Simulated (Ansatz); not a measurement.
# TiSe2: the cost of one run

Method: DFT PBE, scalar-relativistic, plane waves, PAW, in Ansatz 0.2.0.

A COD entry behind a cell of this session may itself be a prediction, so a difference from it is no test against experiment.

The runs add the D3(BJ) dispersion term to the functional named. Spin polarisation is switched off on purpose; where the compound carries moments, volume, stiffness and gap are then not the real material's.

## (1) The starting structure

Symmetry: P-3m1, No. 164, trigonal system. Conventional cell: a = 3.536 Å, b = 3.536 Å, c = 6.004 Å, α = 90.00°, β = 90.00°, γ = 120.00°. Ti (site symmetry -3m) is surrounded by 6 Se at 2.55 Å. Se (site symmetry 3m) is surrounded by 3 Ti at 2.55 Å.

Coordinates:

```xyz
3
Lattice="3.5360 0.0000 0.0000 -1.7680 3.0623 0.0000 0.0000 0.0000 6.0040" Properties=species:S:1:pos:R:3 pbc="T T T"
Ti    0.0000    0.0000    0.0000
Se    0.0000    2.0415    1.5322
Se    1.7680    1.0208    4.4718
```

## (2) Relaxing cell and atoms

The input, input.yaml:

```yaml
crystal:
  lattice:
    - [3.536, 0.0, 0.0]
    - [-1.768, 3.0622658278, 0.0]
    - [0.0, 0.0, 6.004]
  atoms:
    - { symbol: Ti, position: [0.0, 0.0, 0.0] }
    - { symbol: Se, position: [0.3333333333, 0.6666666667, 0.2552] }
    - { symbol: Se, position: [0.6666666667, 0.3333333333, 0.7448] }
basis:
  ecutwfc: 420
  ecutrho_ratio: 4
kpoints:
  mp_grid: { grid: [12, 12, 6] }
hamiltonian:
  xc: pbe
  dispersion: d3bj
scf:
  occupations: { method: gaussian, width: 0.05 }
output:
  forces: true
  stress: true
  eigenvalues: true
relax:
  f_tol: 0.01
  max_steps: 60
  cell: { stress_tol: 0.04 }
```

Run with:

```
ansatz run input.yaml --threads 1 --pin off --max-ram 2560MiB --backend cpu --events-out ev --progress --plain --runs-dir out
```

What time and memory should one allow on 1 thread of Intel Xeon Platinum 8375C at 2.90GHz (Ice Lake), shared host?

About 48 s, with a peak of 0.49 GiB.
